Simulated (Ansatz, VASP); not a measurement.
**One calculation of CdTe, two programs**

The input INCAR:

```
ALGO = Normal
EDIFF = 1E-6
ENCUT = 520
GGA = PS
ISIF = 2
ISMEAR = 0
LASPH = True
LCHARG = False
LREAL = False
LWAVE = False
NBANDS = 16
NELM = 80
PREC = Accurate
SIGMA = 0.05
```

The input KPOINTS:

```
k-points
0
Gamma
  8 8 8
```

File POSCAR:

```
CdTe
1.0
    0.0000000000      3.6422039956      2.5750382249
    3.6422039956      0.0000000000      2.5750382249
    3.6422039956      3.6422039956      0.0000000000
Cd Te
1 1
Direct
    0.0000000000      0.0000000000      0.0000000000
    0.7500000000      0.7500000000      0.7500000000
```

Input for Ansatz:

```yaml
crystal:
  lattice:
    - [0.0, 3.6422039956, 2.5750382249]
    - [3.6422039956, 0.0, 2.5750382249]
    - [3.6422039956, 3.6422039956, 0.0]
  atoms:
    - { symbol: Cd, position: [0.0, 0.0, 0.0] }
    - { symbol: Te, position: [0.75, 0.75, 0.75] }
basis:
  ecutwfc: 420
kpoints:
  mp_grid: { grid: [8, 8, 8] }
hamiltonian:
  xc: pbesol
scf:
  occupations: { method: gaussian, width: 0.05 }
output:
  forces: true
  stress: true
  eigenvalues: true
```

Alike in both runs: task single point; functional PBEsol; k mesh 8 × 8 × 8; occupations gaussian, width 0.05 eV; no spin polarisation.

|  | VASP | Ansatz |
| --- | --- | --- |
| version | VASP 6.6.1 | Ansatz 0.2.0 |
| potentials or method | VASP PAW PBE potentials, release 64 (Cd, Te) | scalar-relativistic, plane waves, PAW |
| plane-wave cutoff (eV) | 520 | 420 |
| valence electrons in the cell | 18 | 36 |

Ansatz gave:

```
gap on the k mesh at the Fermi level (eV)       : 0.05
least direct gap on the mesh (eV)               : 0.05
pressure (GPa)                                  : -2.0
largest component of the traceless stress (GPa) : 2.33
```

Task: Which values does VASP return?

Result: gap on the k mesh at the Fermi level (eV): 0.05; least direct gap on the mesh (eV): 0.05; pressure (GPa): -1.8; largest component of the traceless stress (GPa): 2.29.

The two sets of potentials don't hold the same shells in valence.

Caveats: the PAW data sets were made with another functional, which shifts forces and pressure a little (VASP); spin-orbit coupling is left out, which moves the levels of the heavy elements.
